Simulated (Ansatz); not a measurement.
**Generalised stacking fault in HfO2**

Computed with Ansatz 0.2.0, DFT PBE, scalar-relativistic, plane waves, PAW. The runs took a 420 eV cutoff, a Γ-centred 6×6×2 mesh and Gaussian smearing (0.05 eV). Spin–orbit coupling is left out, which matters for the heavy elements here. No spin polarisation. Energies are free energies at this smearing, counted from the undisturbed cell; pressure is positive in compression.

The undisturbed cell (relaxed at this level; this form isn't the usual structure):

```
CELL_PARAMETERS angstrom
-3.60430 0.00000 0.00000
0.00000 -3.60430 0.00000
0.00000 0.00000 10.52793
ATOMIC_POSITIONS crystal
Hf 0.50000 0.50000 0.20170
Hf 0.50000 0.50000 0.70170
Hf 0.00000 0.00000 0.45170
Hf 0.00000 0.00000 0.95170
O 0.00000 0.50000 0.29833
O 0.00000 0.50000 0.79833
O 0.50000 0.00000 0.35507
O 0.50000 0.00000 0.85507
O 0.50000 0.00000 0.10507
O 0.50000 0.00000 0.60507
O 0.00000 0.50000 0.04833
O 0.00000 0.50000 0.54833
```

The cut lies on the cell's a–b face, a (0 0 1) plane (indices in the standard cell, whose axes needn't be the Cartesian ones shown) of area 12.99 Å², between layers 1.02 Å apart. Vector c is tilted by f times 1·a + 0·b (length 3.604 Å) with the atoms' Cartesian places fixed: one unrelaxed fault a cell.

| f | γ (mJ/m²) | shear traction, the slope of γ along the slip (GPa) | gap on the mesh (eV) |
| --- | --- | --- | --- |
| 0.0000 | 0 | 0.0 | 4.67 |
| 0.1000 | 73 | 6.1 | 4.63 |
| 0.2000 | ? | 30.4 | ? |
| 0.3000 | 2364 | 61.6 | 3.43 |
| 0.4000 | 4676 | 57.4 | 2.22 |
| 0.5000 | 5825 | 0.0 | 1.63 |

By symmetry 0.6000 repeats 0.4000, 0.8000 repeats 0.2000, 0.7000 repeats 0.3000, 0.9000 repeats 0.1000 in energy; the slope of the energy along the path changes sign there.

**Question.** Give the withheld values.

**Answer.** γ (mJ/m²) at f = 0.2000: 670; gap on the mesh (eV) at f = 0.2000: 3.95.

Cost: 6 runs of about 3.2 core-minutes in all, on Arm Neoverse V2 (shared hosts).